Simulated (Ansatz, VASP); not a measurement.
# Al95N95O (V_Al-O_N) in two plane-wave programs, part 2 of 2

One calculation is typed for both programs; each brings its own data sets. How far apart do they land? The cell is taken from a series of runs on this material, whose earlier steps may have relaxed, scaled, displaced or heated it; both programs get it as it stands.

VASP 6.6.1 and Ansatz 0.2.0.

So far: The starting structure; Ansatz: single point, PBE.

## Step 3: VASP: single point, PBE

Level of this step: PBE, spin-polarised from a ferromagnetic start; plane waves and PAW (Al, N, O) (VASP).

The same cell, functional, mesh and smearing now go to VASP, with its own data sets.

Lines of VASP's logs that name or quote its potential files are left out, and so is its time.

Input file INCAR:

```
SYSTEM = Al95N95O
PREC = Accurate
ENCUT = 520
EDIFF = 1E-06
NELM = 200
ISMEAR = -1
SIGMA = 0.01
LREAL = Auto
ALGO = Normal
GGA = PE
NELECT = 767
NBANDS = 517
ISPIN = 2
MAGMOM = -0 -0 0 -0 0 0 0 -0 0 -0 0 0 -0 0 -0 -0 0 0 0 -0 -0 0 0 0 -0 -0 0 0 0 -0 -0 0 -0 -0 0 0 -0 -0 0 0 0 0 -0 0 0 0 0 0 -0 0 -0 -0 0 0 0 0 -0 0 0 0 -0 -0 -0 0 0 0 0 -0 0 -0 0 0 -0 0 -0 -0 -0 -0 -0 0 -0 0 0 -0 -0 -0 0 0 0 0 0 0 0 0 0 0 0 0 0 -0 0 0 0 0.03 -0 0 0 -0 -0 0 -0 -0 0 0 0 0 0 0 0 -0 0 0 0.01 0 0 0 0.23 0.09 0.01 -0 0 0 0.01 0 0 0 0 0 0 0 0 0 0 0 0 0 -0 0 0 0 0.24 -0 0.01 0 0 0 0 0 -0 0 0 0 0 -0 0 -0 0 0 -0 0 -0 0 0 0 0.03 -0 0 -0 0 -0 0.01 -0 0 0 0 0 0 0 0 0 0
LORBIT = 11
LWAVE = .FALSE.
LCHARG = .FALSE.
ISIF = 2
NUPDOWN = 1
LASPH = .TRUE.
GGA_COMPAT = .FALSE.
```

Input file POSCAR:

```
Al95N95O
1.0
   12.5209048466      0.0000000000      0.0000000000
   -6.2604524233     10.8434216755      0.0000000000
    0.0000000000      0.0000000000     15.0539412422
Al N O
95 95 1
Direct
    0.1669012687      0.0835344749      0.1654598179
    0.0839911145      0.1674963563      0.3319466861
    0.1659519758      0.0820998949      0.4988993778
    0.0847854714      0.1674761654      0.6655737148
[... 4 atom lines left out ...]
    0.1684791352      0.3337717820      0.4999307624
[... 16 atom lines left out ...]
    0.3331896584      0.1662757804      0.3317018993
    0.4162482695      0.0820834772      0.4989054763
    0.3345663213      0.1690019024      0.6668115879
[... 3 atom lines left out ...]
    0.3339859813      0.4169472916      0.3337247148
    0.3346274495      0.4165922219      0.6650915760
[... 4 atom lines left out ...]
    0.4174717370      0.5831676327      0.4996225354
[... 10 atom lines left out ...]
    0.5836103869      0.1674911998      0.3319447146
[... 1 atom line left out ...]
    0.5828046062      0.1674653184      0.6655897406
[... 3 atom lines left out ...]
    0.5830365660      0.4169342255      0.3336709392
    0.6654219630      0.3337181983      0.4999713828
    0.5821167486      0.4166037569      0.6651315625
[... 3 atom lines left out ...]
    0.5832746758      0.6664494683      0.3323742014
    0.6658136395      0.5832354284      0.4996549449
    0.5833855389      0.6666657361      0.6659707625
[... 33 atom lines left out ...]
    0.1666612987      0.0832330944      0.2928956519
    0.0849937604      0.1665849982      0.4593381498
    0.1679370299      0.0836264377      0.6251090455
[... 3 atom lines left out ...]
    0.1664213632      0.3329391566      0.2915467143
    0.0819393095      0.4159517207      0.4599340390
    0.1662472839      0.3333816601      0.6269272620
[... 10 atom lines left out ...]
    0.0825933540      0.9157896771      0.4598091928
[... 4 atom lines left out ...]
    0.4166821281      0.0832347475      0.2928970422
    0.4158119632      0.0836172758      0.6251129553
    0.3316323135      0.1631422985      0.7950595106
[... 2 atom lines left out ...]
    0.4160147787      0.3319276480      0.2935138710
    0.3250270502      0.4262718476      0.4555192107
    0.4167878503      0.3333905176      0.6439454379
    0.3318117955      0.4188539775      0.7945006511
[... 2 atom lines left out ...]
    0.4176028512      0.5839991606      0.2914243571
[... 1 atom line left out ...]
    0.4173541489      0.5847918615      0.6269193155
[... 4 atom lines left out ...]
    0.3333051349      0.9157895302      0.4598091329
[... 5 atom lines left out ...]
    0.5816951226      0.1665850406      0.4593423314
[... 4 atom lines left out ...]
    0.6666222659      0.3329455248      0.2915569013
    0.6014156911      0.4262966886      0.4555214256
    0.6672643447      0.3333790014      0.6269421705
    0.5871889818      0.4188668298      0.7945226889
[... 2 atom lines left out ...]
    0.6665047331      0.5839911749      0.2914334157
    0.5842361622      0.6683701942      0.4595538260
    0.6675620190      0.5847962843      0.6269292313
[... 16 atom lines left out ...]
    0.8340960207      0.4159532262      0.4599328146
[... 15 atom lines left out ...]
    0.3208247508      0.1415282939      0.4527913039
```

Input file KPOINTS:

```
Automatic mesh
0
Gamma
1 1 1
0 0 0
```

Potentials, in the order of the species: Al, N and O (PBE family, release 64).

Launch:

```
$ export OMP_NUM_THREADS=3
$ mpirun -np 1 vasp_gam
```

Numbers of over 12 decimals in the logs are rounded to 6 here.

What it wrote:

```text
[banner, memory and clock lines left out]
running    1 mpi-ranks, on    1 nodes
[...]
Offloading initialized ...    1 GPUs detected
[...]
LDA part: xc-table for (Slater+PW92), standard interpolation
 POSCAR, INCAR and KPOINTS ok, starting setup
[...]
entering main loop
       N       E                     dE             d eps       ncg     rms          rms(c)
DAV:   1     0.551628935874E+04    0.55163E+04   -0.40680E+05  2076   0.143E+03
DAV:   2    -0.101731839465E+04   -0.65336E+04   -0.61820E+04  2670   0.320E+02
DAV:   3    -0.162156682955E+04   -0.60425E+03   -0.59850E+03  2488   0.100E+02
DAV:   4    -0.163487202933E+04   -0.13305E+02   -0.13248E+02  2464   0.163E+01
DAV:   5    -0.163514512721E+04   -0.27310E+00   -0.27270E+00  2448   0.233E+00BRMIX: very serious problems
 the old and the new charge density differ
 old charge density:   766.00000 new  766.99999
    0.836E+01
DAV:   6    -0.140984072677E+04    0.22530E+03   -0.95154E+02  2408   0.350E+01    0.298E+01
DAV:   7    -0.141028022223E+04   -0.43950E+00   -0.32643E+01  2376   0.727E+00    0.208E+01
DAV:   8    -0.140947696829E+04    0.80325E+00   -0.40093E+00  2592   0.373E+00    0.102E+01
DAV:   9    -0.141072775216E+04   -0.12508E+01   -0.10766E+01  2472   0.252E+00    0.893E+00
[...]
DAV:  23    -0.140981742441E+04    0.13967E-04   -0.11543E-04  2416   0.128E-02    0.398E-02
DAV:  24    -0.140981742991E+04   -0.55066E-05   -0.14845E-05  2216   0.691E-03    0.229E-02
DAV:  25    -0.140981743058E+04   -0.66583E-06   -0.46239E-06  1904   0.260E-03
   1 F= -.14098174E+04 E0= -.14098121E+04  d E =-.107231E-01  mag=     0.9993
```

Parts of OUTCAR (step 3):

```text
 magnetization (x)
# of ion       s       p       d       tot
------------------------------------------
    1       -0.000  -0.000   0.000  -0.000
    2       -0.000  -0.000   0.000  -0.000
    3       -0.000   0.000   0.000   0.000
    4       -0.000  -0.000   0.000  -0.000
    5        0.000   0.000   0.000   0.000
    6        0.000   0.000   0.000   0.000
[...]
189        0.000   0.000   0.000   0.000
  190       -0.000   0.000   0.000   0.000
  191       -0.000   0.000   0.000   0.000
--------------------------------------------------
tot          0.016   0.646   0.000   0.662
```

The run ends at a pressure of 0.70 GPa, with forces up to 0.019 eV/Å.

## Step 4: Side by side

Known differences besides the potentials themselves: VASP starts from the moments at which Ansatz ended; the cutoff is 420 eV in Ansatz and 520 eV in VASP (PREC = Accurate, projectors in real space); site moments are counted in spheres of each program's own size. Total energies have different zeros and are not compared.

Both answers:

| quantity | Ansatz | VASP | difference |
| --- | --- | --- | --- |
| total moment, fixed by the input (μB) | 1.00 | 1.00 | 0.00 |
| moment on N151 (μB) | 0.24 | 0.23 | 0.00 |
| moment on N127 (μB) | 0.23 | 0.23 | +0.01 |
| moment on N128 (μB) | 0.09 | 0.08 | 0.00 |

At this near-relaxed geometry the largest component of a force difference is 16 meV/Å. VASP's last cycles still show a density residual of 2e-03, so its state may not be settled. The cell carries a charge of -1 e against a uniform background, so its pressure also hangs on how the neutralising background is counted, and in a defect's cell a gap may be the spacing between its levels.

## Step 5: Outcome

```
difference in moment on N127 (single point, PBE) : 0.0050 μB
```

What this shows: The difference in moment on N127 is 0.0050 μB (single point, PBE). Such differences can come from data sets, numerical settings and the points named under the comparisons, not from the functional's error against experiment.

[Lines on the potential files, build, host, timing and source positions are cut from VASP's logs without a mark.]

[Logs are printed without paths, hosts, clocks, repeated set-up lines and the standing remarks that a program may print on its own settings, such as how far it seeks lower states.]

[Hosts, paths, dates, database ids (printed as entryN), source tags and the programs' standing remarks are cut or masked in the printed files.]
